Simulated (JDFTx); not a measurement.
CdS (Hawleyite), 2 atoms in the cell. The structure is cubic, space group F-43m (No. 216). Conventional cell: a = 5.833 Å, b = 5.833 Å, c = 5.833 Å, α = 90.00°, β = 90.00°, γ = 90.00°. Cd (site symmetry -43m) has 4 S at 2.53 Å as nearest neighbours. S (site symmetry -43m) is surrounded by 4 Cd at 2.53 Å. 

- Program: JDFTx 1.7.0 (patched build)
- Task: single point
- Functional: LDA
- Potentials or basis: PseudoDojo-SR-LDA-0.4.1-standard with smoothed tails
- Cutoff: 1388 eV
- Density cutoff: 11102 eV
- k mesh: 8 × 8 × 8
- Occupations: fermi-dirac, width 0.05 eV
- Spin: no spin polarisation
- Local potential set to -Z/r beyond: 6 bohr
- Bands: 19
- Density cutoff over wavefunction cutoff: 8
- Max SCF steps: 100
- SCF threshold on the energy: 1e-09 Ha
- Solver of the electrons: scf
- Further solve for the empty bands: yes

Potentials or basis: PseudoDojo-SR-LDA-0.4.1-standard with smoothed tails.

Run with:

```console
$ jdftx -c 1 -i CdS.in -o CdS.out
```

Hardware: 1 thread of Arm Neoverse V1, with other jobs on the host.

**Question.** Estimate the wall time of this run.

**Answer.** Run time: 4.3 min on 1 thread of Arm Neoverse V1 (shared host), peak memory 0.22 GiB. Counts: scf iterations 20, bands 19, k points 29, plane waves 5825.
